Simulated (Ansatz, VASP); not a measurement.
Two plane-wave programs on Pt

INCAR

```
SYSTEM = Pt
PREC = Accurate
ENCUT = 520
EDIFF = 1E-7
ISMEAR = -1
SIGMA = 0.05
LREAL = .FALSE.
LASPH = .TRUE.
NELM = 100
ALGO = Normal
ISIF = 2
LWAVE = .FALSE.
LCHARG = .FALSE.
GGA = PS
NBANDS = 11
```

KPOINTS

```
regular mesh
0
G
  12 12 12
  0 0 0
```

The input POSCAR:

```
Pt
1.0
   -0.0133030000      1.9357530000      1.9445300000
    1.9710380000      0.0030350000      1.9281930000
    2.0008850000      1.9492620000     -0.0268110000
Pt
1
Direct
   -0.0132620000      0.0199540000      0.0069400000
```

The input input.yaml:

```yaml
crystal:
  lattice:
    - [-0.013303, 1.935753, 1.94453]
    - [1.971038, 0.003035, 1.928193]
    - [2.000885, 1.949262, -0.026811]
  atoms:
    - { symbol: Pt, position: [-0.013262, 0.019954, 0.00694] }
hamiltonian:
  xc: pbesol
  pseudopotentials: { kind: paw }
kpoints:
  mp_grid: { grid: [12, 12, 12] }
scf:
  occupations: { method: fermi_dirac, width: 0.05 }
output:
  forces: true
  stress: true
  eigenvalues: true
```

Change from the starting cell: cell strained at random at fixed volume.

Alike in both runs: task single point; functional PBEsol; k mesh 12 × 12 × 12; occupations fermi-dirac, width 0.05 eV; no spin polarisation.

|  | VASP | Ansatz |
| --- | --- | --- |
| version | VASP 6.6.1 | Ansatz 0.2.0 |
| potentials or method | VASP PAW PBE potentials, release 64 (Pt) | Ansatz PAW |
| plane-wave cutoff (eV) | 520 | 420 |
| valence electrons in the cell | 10 | 18 |

|  | VASP | Ansatz | Ansatz less VASP |
| --- | --- | --- | --- |
| gap on the k mesh at the Fermi level (eV) | none | none | - |
| pressure (GPa) | -0.9 | -0.5 | +0.41 |
| largest component of the traceless stress (GPa) | 1.37 | 1.34 | -0.026 |

A gap of «none» marks a metal or a gap that the smearing closes. The two sets of potentials don't hold the same shells in valence.

Caveats: the PAW data sets were made with another functional, which shifts forces and pressure a little (VASP); the PAW data sets come from PBE, with cores solved anew for the run's functional, which leaves a small shift of forces and pressure (Ansatz). Spin-orbit coupling is left out, which matters for the levels of Pt.
